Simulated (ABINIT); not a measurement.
The system is ZnSe (Stilleite).

```
Se Zn
1.0
     0.00000    2.83380    2.83380
     2.83380    0.00000    2.83380
     2.83380    2.83380    0.00000
Se Zn
1 1
Direct
  0.75000 0.75000 0.75000
  0.00000 0.00000 0.00000
```

Program: ABINIT 10.8.3 (patched build). Alike in all runs: no spin polarisation; cell as given; cutoff (eV) 1061.

Task: Order these runs on this cell by their pressure, lowest first.
A. level PBEsol; potentials or basis PseudoDojo NC SR PBEsol v0.4.1 standard; k mesh 4 × 4 × 4, with 4 shifts; smearing fixed; stop of the response cycle (tolvrs) 1e-08; acoustic sum rule (asr) 1
B. level PBE; potentials or basis PseudoDojo NC SR PBE v0.4.1 standard; k mesh 6 × 6 × 6; smearing fermi-dirac 0.05 eV
C. level LDA; potentials or basis PseudoDojo NC SR LDA v0.4.1 standard; k mesh 6 × 6 × 6, with 4 shifts; smearing fixed; bands in the sums 26; broadening (eV) 0.05; scissor shift (eV) 0

Result: C (-3.9 GPa), A (-1.6 GPa), B (1.7 GPa).

Not every run made on this cell is shown here.
